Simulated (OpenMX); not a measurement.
**Ir in OpenMX: the effect of volume scale**

The system is Ir.

```
Ir
1.0
     2.63660    0.00000    0.00000
    -1.31830    2.28336    0.00000
     0.00000    0.00000    4.27614
Ir
2
Direct
  0.33333 0.66667 0.25000
  0.66667 0.33333 0.75000
```

This isn't the form of Ir at room conditions, which is fcc.

Alike in all runs:

| Item | Value |
| --- | --- |
| Program | OpenMX 3.8.5 |
| Task | single point |
| Functional | PBE |
| Potentials or basis | OpenMX 2013 PBE set, Ir7.0-s3p2d2f1, grid cutoff 400 Ry |
| k mesh | 9 × 9 × 5 |
| Occupations | fermi-dirac, width 0.05 eV |
| Spin | no spin polarisation |

Problem. One run gave: pressure -12.6 GPa. Which volume scale did it use?
A. 0.92
B. 0.88
C. 1.04
D. 0.96
E. 1.08

Solution. C.

| volume scale | pressure (GPa) |
| --- | --- |
| 0.88 | 63.0 |
| 0.92 | 37.0 |
| 0.96 | 16.3 |
| 1 | 0.2 |
| 1.04 | -12.6 |
| 1.08 | -22.5 |

Caveats: the basis of atomic orbitals isn't converged, which shifts pressures, moduli and gaps; the cell as given lies far from equilibrium (some runs).
